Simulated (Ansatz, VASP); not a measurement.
# One calculation of Rb, two programs

File INCAR:

```
SYSTEM = Rb
ALGO = Normal
EDIFF = 1E-6
ENCUT = 520
GGA = PS
ISIF = 2
ISMEAR = 0
LASPH = .True.
LCHARG = .False.
LREAL = .False.
LWAVE = .False.
NBANDS = 10
NELM = 100
PREC = Accurate
SIGMA = 0.15
```

The input KPOINTS:

```
k-points
0
Gamma
  12 12 12
  0 0 0
```

File POSCAR:

```
Rb
1.0
   -2.5815200000      2.5815200000      3.0304800000
    2.5815200000     -2.5815200000      3.0304800000
    2.5815200000      2.5815200000     -3.0304800000
Rb
1
Direct
    0.0000000000      0.0000000000      0.0000000000
```

Input for Ansatz:

```yaml
crystal:
  lattice:
    - [-2.58152, 2.58152, 3.03048]
    - [2.58152, -2.58152, 3.03048]
    - [2.58152, 2.58152, -3.03048]
  atoms:
    - { symbol: Rb, position: [0.0, 0.0, 0.0] }
basis:
  ecutwfc: 420
kpoints:
  mp_grid: { grid: [12, 12, 12] }
hamiltonian:
  xc: pbesol
scf:
  occupations: { method: gaussian, width: 0.15 }
output:
  forces: true
  stress: true
  eigenvalues: true
```

Change from the starting cell: strain -0.080 along x and y, +0.080 along z, atoms carried along.

Alike in both runs: task single point; functional PBEsol; k mesh 12 × 12 × 12; occupations gaussian, width 0.15 eV; no spin polarisation.

|  | VASP | Ansatz |
| --- | --- | --- |
| version | VASP 6.6.1 | Ansatz 0.2.0 |
| potentials or method | VASP PAW PBE potentials, release 64 (Rb_sv) | scalar-relativistic, plane waves, PAW |
| plane-wave cutoff (eV) | 520 | 420 |
| valence electrons in the cell | 9 | 9 |

```csv
,VASP,Ansatz,Ansatz less VASP
gap on the k mesh at the Fermi level (eV),none,none,-
pressure (GPa),0.2,0.2,0.00
```

A gap of «none» marks a metal or a gap that the smearing closes.

Caveats: the PAW data sets were made with another functional, which shifts forces and pressure a little (VASP).
